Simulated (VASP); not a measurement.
# CdTe (F-43m) in VASP: a series of runs

CdTe is run at these levels: PBE0, r2SCAN0; tasks: single point.

All numbers are computed with VASP 6.6.1; they aren't measurements. Logs are shortened: lines on timing, memory, paths and dates and some standing lists are left out, and cuts for length are marked.

**What was measured.**

A printed reference work, data compilation reports, for a bulk crystal of CdTe at 0 K: band gap 1.607 eV.

The runs below are set against these values where they give the same quantity.

## 1. The cell of the first run

The structure is cubic, space group F-43m (No. 216). Conventional cell: a = 6.560 Å, b = 6.560 Å, c = 6.560 Å, α = 90.00°, β = 90.00°, γ = 90.00°. Cd (site symmetry -43m) has 4 Te at 2.84 Å within 3.7 Å. Te (site symmetry -43m) has 4 Cd at 2.84 Å within 3.7 Å.

## 2. Single point, PBE0

Contents of POSCAR:

```
CdTe
1.0
    0.0000000000      3.2799012126      3.2799012126
    3.2799012126      0.0000000000      3.2799012126
    3.2799012126      3.2799012126      0.0000000000
Cd Te
1 1
Direct
    0.0000000000      0.0000000000      0.0000000000
    0.2500000000      0.2500000000      0.2500000000
```

Contents of INCAR.step1:

```
SYSTEM = CdTe
PREC = Accurate ; ENCUT = 520
EDIFF = 1E-5 ; ISMEAR = 0
SIGMA = 0.01 ; LREAL = .FALSE.
LASPH = .TRUE. ; NELM = 80
ALGO = Normal ; ISIF = 2
LWAVE = .TRUE. ; LCHARG = .FALSE.
GGA = PE ; NBANDS = 16
```

Contents of INCAR.step2:

```
SYSTEM = CdTe
PREC = Accurate ; ENCUT = 520
EDIFF = 1E-7 ; ISMEAR = 0
SIGMA = 0.01 ; LREAL = .FALSE.
LASPH = .TRUE. ; NELM = 80
ALGO = Normal ; ISIF = 2
LWAVE = .FALSE. ; LCHARG = .FALSE.
GGA = PE ; LHFCALC = .TRUE.
AEXX = 0.25 ; PRECFOCK = Normal
ISTART = 1 ; NBANDS = 16
```

Contents of KPOINTS:

```
Automatic mesh
0
G
  4 4 4
  0 0 0
```

Potentials or basis: VASP PAW PBE potentials, release 64 (Cd, Te).

Command:

```
> cat potpaw_PBE.64/Cd/POTCAR potpaw_PBE.64/Te/POTCAR > POTCAR
> cp INCAR.step1 INCAR
> mpirun -np 1 vasp_std > vasp.out
> cp INCAR.step2 INCAR
> mpirun -np 1 vasp_std > vasp.out
```

OUTCAR:

```text
SYSTEM = CdTe
   PREC = Accurate
   ENCUT = 520
   EDIFF = 1E-7
   ISMEAR = 0
   LREAL = .FALSE.
   LASPH = .TRUE.
   NELM = 80
   ISIF = 2
   GGA = PE
   LHFCALC = .TRUE.
   AEXX = 0.25
   PRECFOCK = Normal
   ISTART = 1

 ion  position               nearest neighbor table
   1  0.000  0.000  0.000-   2 2.84   2 2.84   2 2.84   2 2.84
   2  0.250  0.250  0.250-   1 2.84   1 2.84   1 2.84   1 2.84

  LATTYP: Found a face centered cubic cell.
 ALAT       =     6.5598024252

  Lattice vectors:

 A1 = (   0.0000000000,   3.2799012126,   3.2799012126)
 A2 = (   3.2799012126,   0.0000000000,   3.2799012126)
 A3 = (   3.2799012126,   3.2799012126,   0.0000000000)

Analysis of symmetry for initial positions (statically):
=====================================================================
 Subroutine PRICEL returns:
 Original cell was already a primitive cell.

 Routine SETGRP: Setting up the symmetry group for a
 face centered cubic supercell.

 Subroutine GETGRP returns: Found 24 space group operations
 (whereof 24 operations were pure point group operations)
 out of a pool of 48 trial point group operations.

The static configuration has the point symmetry T_d .

Analysis of symmetry for dynamics (positions and initial velocities):
=====================================================================
 Subroutine PRICEL returns:
 Original cell was already a primitive cell.

 Routine SETGRP: Setting up the symmetry group for a
 face centered cubic supercell.

 Subroutine GETGRP returns: Found 24 space group operations
 (whereof 24 operations were pure point group operations)
 out of a pool of 48 trial point group operations.

The dynamic configuration has the point symmetry T_d .

 Subroutine INISYM returns: Found 24 space group operations
 (whereof 24 operations are pure point group operations),
 and found     1 'primitive' translations

----------------------------------------------------------------------------------------

                                     Primitive cell

  volume of cell :      70.5687

  direct lattice vectors                    reciprocal lattice vectors
     0.000000000  3.279901213  3.279901213    -0.152443616  0.152443616  0.152443616
     3.279901213  0.000000000  3.279901213     0.152443616 -0.152443616  0.152443616
     3.279901213  3.279901213  0.000000000     0.152443616  0.152443616 -0.152443616

  length of vectors
     4.638480778  4.638480778  4.638480778     0.264040088  0.264040088  0.264040088

  position of ions in fractional coordinates (direct lattice)
     0.000000000  0.000000000  0.000000000
     0.250000000  0.250000000  0.250000000

  ion indices of the primitive-cell ions
   primitive index   ion index
                 1           1
                 2           2

----------------------------------------------------------------------------------------

 KPOINTS: Automatic mesh

Automatic generation of k-mesh.
 Grid dimensions read from file:
 generate k-points for:    4    4    4

 Generating k-lattice:

  Cartesian coordinates                     Fractional coordinates (reciprocal lattice)
    -0.038110904  0.038110904  0.038110904     0.250000000  0.000000000  0.000000000
     0.038110904 -0.038110904  0.038110904     0.000000000  0.250000000  0.000000000
     0.038110904  0.038110904 -0.038110904     0.000000000  0.000000000  0.250000000

  Length of vectors
     0.066010022  0.066010022  0.066010022

  Shift w.r.t. Gamma in fractional coordinates (k-lattice)
     0.000000000  0.000000000  0.000000000

 Subroutine IBZKPT returns following result:
 ===========================================

 Found      8 irreducible k-points:

 Following reciprocal coordinates:
            Coordinates               Weight
  0.000000  0.000000  0.000000      1.000000
  0.250000  0.000000  0.000000      8.000000
  0.500000  0.000000  0.000000      4.000000
  0.250000  0.250000  0.000000      6.000000
  0.500000  0.250000  0.000000     24.000000
 -0.250000  0.250000  0.000000     12.000000
  0.500000  0.500000  0.000000      3.000000
 -0.250000  0.500000  0.250000      6.000000
   k-points           NKPTS =      8   k-points in BZ     NKDIM =     64   number of bands    NBANDS=     16
   number of dos      NEDOS =    301   number of ions     NIONS =      2
   total plane-waves  NPLWV =  46656
   dimension x,y,z NGX =    36 NGY =   36 NGZ =   36
   dimension x,y,z NGXF=    72 NGYF=   72 NGZF=   72
   ions per type =               1   1
   NGX,Y,Z   is equivalent  to a cutoff of  12.90, 12.90, 12.90 a.u.
   NGXF,Y,Z  is equivalent  to a cutoff of  25.81, 25.81, 25.81 a.u.
 SYSTEM =  CdTe
   PREC   = accura    normal or accurate (medium, high low for compatibility)
   ISTART =      1    job   : 0-new  1-cont  2-samecut
   ICHARG =      0    charge: 1-file 2-atom 10-const
   ISPIN  =      1    spin polarized calculation?
   LNONCOLLINEAR =      F non collinear calculations
   LSORBIT =      F    spin-orbit coupling
   LASPH  =      T    aspherical Exc in radial PAW
   ENCUT  =  520.0 eV  38.22 Ry    6.18 a.u.   8.62  8.62  8.62*2*pi/ulx,y,z
   NELM   =     80;   NELMIN=  2; NELMDL=  0     # of ELM steps
   EDIFF  = 0.1E-06   stopping-criterion for ELM
   LREAL  =      F    real-space projection
   EDIFFG = 0.1E-05   stopping-criterion for IOM
   NSW    =      0    number of steps for IOM
   IBRION =     -1    ionic relax: 0-MD 1-quasi-New 2-CG
   NFREE  =      0    steps in history (QN), initial steepest desc. (CG)
   ISIF   =      2    stress and relaxation
   ISYM   =      3    0-nonsym 1-usesym 2-fastsym
   POTIM  = 0.5000    time-step for ionic-motion
   TEBEG  =    0.0;   TEEND  =   0.0 temperature during run
   PSTRESS=    0.0 pullay stress
   NELECT =      18.0000    total number of electrons
   NUPDOWN=      -1.0000    fix difference up-down
   EMIN   =  10.00;   EMAX   =-10.00  energy-range for DOS
   EFERMI =   0.00;   METHOD = LEGACY
   ISMEAR =     0;   SIGMA  =   0.01  broadening in eV -4-tet -1-fermi 0-gaus
   EFERMI_NEDOS =   21; number of points for ismear=-14 and -15
   IALGO  =     38    algorithm
   IMIX   =      1    mixing-type and parameters
     AMIX     =   0.40;   BMIX     =  1.00
     AMIX_MAG =   1.60;   BMIX_MAG =  1.00
  volume/ion in A,a.u.               =      35.28       238.11
  Fermi-wavevector in a.u.,A,eV,Ry     =   1.038233  1.961976 14.666103  1.077928
  Thomas-Fermi vector in A             =   2.172708
   LORBIT       =      0    0 simple, 1 ext, 2 COOP (PROOUT), +10 PAW based schemes
   GGA     = PE    functional components
   LHFCALC =     T    Hartree Fock is set to
   PRECFOCK=normal    Normal, Fast or Accurate (Low or Medium for compatibility)
   ENCUT4O =  -1.0   cutoff for four orbital integrals eV
   NKREDX  =     1    reduce k-point grid by
   NKREDY  =     1    reduce k-point grid by
   NKREDZ  =     1    reduce k-point grid by
   AEXX    =    0.2500 exact exchange contribution
   HFSCREEN=    0.0000 screening length (either q_TF or 0.3 A-1)
   HFSCREENC=   0.0000 screening length for correlation (either q_TF or 0.3 A-1)
   ENCUTFOCK=  -1.0 apply spherical cutoff to Coloumb kernel
   IVDW    =     0    specifies the selected vdW correction
   LEPSILON=     F    determine dielectric tensor
   LRPA    =     F    only Hartree local field effects (RPA)
 non-spin polarized calculation
 Gauss-broadening in eV      SIGMA  =   0.01
  energy-cutoff  :      520.00
  volume of cell :       70.57
 maximum number of plane-waves:      1924
 NGX is ok and might be reduce to    36
  NGX = 28; NGY = 28; NGZ = 28

 number of electron      18.0000006 magnetization

 Free energy of the ion-electron system (eV)
  ---------------------------------------------------
  ext. energy  EPLUGINS =         0.00000000
  ---------------------------------------------------
  free energy    TOTEN  =        -6.56407851 eV

  energy without entropy =       -6.56407851  energy(sigma->0) =       -6.56407851

 E-fermi :   1.2701     XC(G=0):  -6.6632

 val. band max:        1.1666571938   @ k =   0.0000   0.0000   0.0000
 cond. band min:       3.2883810372   @ k =   0.0000   0.0000   0.0000
 fundamental gap:      2.1217238434
 Fermi energy:         1.2700604507

 k-point     1 :       0.0000    0.0000    0.0000
  band No.  band energies     occupation
      1     -10.8146      2.00000
      2      -8.3850      2.00000
      3      -8.3850      2.00000
      4      -8.3850      2.00000
      5      -8.1467      2.00000
      6      -8.1467      2.00000
[... 8 lines left out ...]
     15      12.1735      0.00000
     16      12.1735      0.00000

 k-point     2 :       0.2500    0.0000    0.0000
  band No.  band energies     occupation
      1     -10.6290      2.00000
      2      -8.3534      2.00000
      3      -8.3534      2.00000
      4      -8.1564      2.00000
      5      -8.1474      2.00000
      6      -8.1474      2.00000
[... 8 lines left out ...]
     15      11.2359      0.00000
     16      11.2359      0.00000

 k-point     3 :       0.5000    0.0000    0.0000
  band No.  band energies     occupation
      1     -10.4597      2.00000
      2      -8.3283      2.00000
      3      -8.3283      2.00000
      4      -8.1405      2.00000
      5      -8.1405      2.00000
      6      -7.7278      2.00000
[... 8 lines left out ...]
     15      13.2202      0.00000
     16      13.2202      0.00000

 k-point     4 :       0.2500    0.2500    0.0000
  band No.  band energies     occupation
      1     -10.5707      2.00000
      2      -8.3174      2.00000
      3      -8.3174      2.00000
      4      -8.2111      2.00000
      5      -8.1341      2.00000
      6      -8.0795      2.00000
[... 8 lines left out ...]
     15      12.7426      0.00000
     16      13.5411      0.00000

 k-point     5 :       0.5000    0.2500    0.0000
  band No.  band energies     occupation
      1     -10.4095      2.00000
      2      -8.2972      2.00000
      3      -8.2840      2.00000
      4      -8.1805      2.00000
      5      -8.1340      2.00000
      6      -7.6558      2.00000
[... 8 lines left out ...]
     15      13.4224      0.00000
     16      13.8709      0.00000

 k-point     6 :      -0.2500    0.2500    0.0000
  band No.  band energies     occupation
      1     -10.4608      2.00000
      2      -8.3152      2.00000
      3      -8.3112      2.00000
      4      -8.1538      2.00000
      5      -8.1520      2.00000
      6      -7.7950      2.00000
[... 8 lines left out ...]
     15      12.4249      0.00000
     16      13.9813      0.00000

 k-point     7 :       0.5000    0.5000    0.0000
  band No.  band energies     occupation
      1     -10.3596      2.00000
      2      -8.2431      2.00000
      3      -8.2431      2.00000
      4      -8.2289      2.00000
      5      -8.1214      2.00000
      6      -7.5547      2.00000
[... 8 lines left out ...]
     15      13.7389      0.00000
     16      14.4187      0.00000

 k-point     8 :      -0.2500    0.5000    0.2500
  band No.  band energies     occupation
      1     -10.3620      2.00000
      2      -8.2788      2.00000
      3      -8.2674      2.00000
      4      -8.1740      2.00000
      5      -8.1457      2.00000
      6      -7.4844      2.00000
[... 8 lines left out ...]
     15      14.0218      0.00000
     16      14.1418      0.00000

------------------------ aborting loop because EDIFF is reached ----------------------------------------

  FORCE on cell =-STRESS in cart. coord.  units (eV):
  Direction    XX          YY          ZZ          XY          YZ          ZX
  --------------------------------------------------------------------------------------
  -------------------------------------------------------------------------------------
  Total        0.0240435      0.0240435      0.0240435     -0.0000000      0.0000000      0.0000000
  in kB        0.5458776      0.5458776      0.5458776     -0.0000000      0.0000000      0.0000000
  external PRESSURE =       0.5458776 kB  Pullay stress =       0.0000000 kB

 VOLUME and BASIS-vectors are now :
 -----------------------------------------------------------------------------
  energy-cutoff  :      520.00
  volume of cell :       70.57
      direct lattice vectors                 reciprocal lattice vectors
     0.000000000  3.279901213  3.279901213    -0.152443616  0.152443616  0.152443616
     3.279901213  0.000000000  3.279901213     0.152443616 -0.152443616  0.152443616
     3.279901213  3.279901213  0.000000000     0.152443616  0.152443616 -0.152443616

 POSITION                                       TOTAL-FORCE (eV/Angst)
 -----------------------------------------------------------------------------------
      0.00000      0.00000      0.00000         0.000000      0.000000      0.000000
      1.63995      1.63995      1.63995        -0.000000      0.000000     -0.000000
 -----------------------------------------------------------------------------------
    total drift:                               -0.000001     -0.000001     -0.000001

  FREE ENERGIE OF THE ION-ELECTRON SYSTEM (eV)
  ---------------------------------------------------
  free  energy   TOTEN  =        -6.5640785147 eV

  energy  without entropy=       -6.5640785147  energy(sigma->0) =       -6.56407851
```

Wall time 11 min (1 thread of Intel Xeon Platinum 8488C (Sapphire Rapids), shared host); peak memory 0.22 GiB.

Results:

```yaml
Free_energy: -6.5641 eV
Pressure: 0.1 GPa
Band_gap_on_the_k_mesh: 2.12 eV
```

Levels at points of the mesh, in eV from the valence-band top:
```tsv
k point	band 5	band 6	band 7	band 8	band 9	band 10	band 11	band 12	band 13	band 14
(0.00, 0.00, 0.00)	-9.31	-9.31	0.00	0.00	0.00	2.12	6.20	6.20	6.20	9.14
(0.50, 0.00, 0.00)	-9.31	-8.89	-4.59	-0.79	-0.79	3.27	6.78	6.78	8.65	10.32
(0.50, 0.50, 0.00)	-9.29	-8.72	-4.48	-1.90	-1.90	4.03	4.18	10.50	10.92	10.92
```

Caveat: the PAW data sets were made with another functional, which shifts forces and pressure a little; spin-orbit coupling is left out, which moves the levels of the heavy elements.

[end of part 1 of 2]
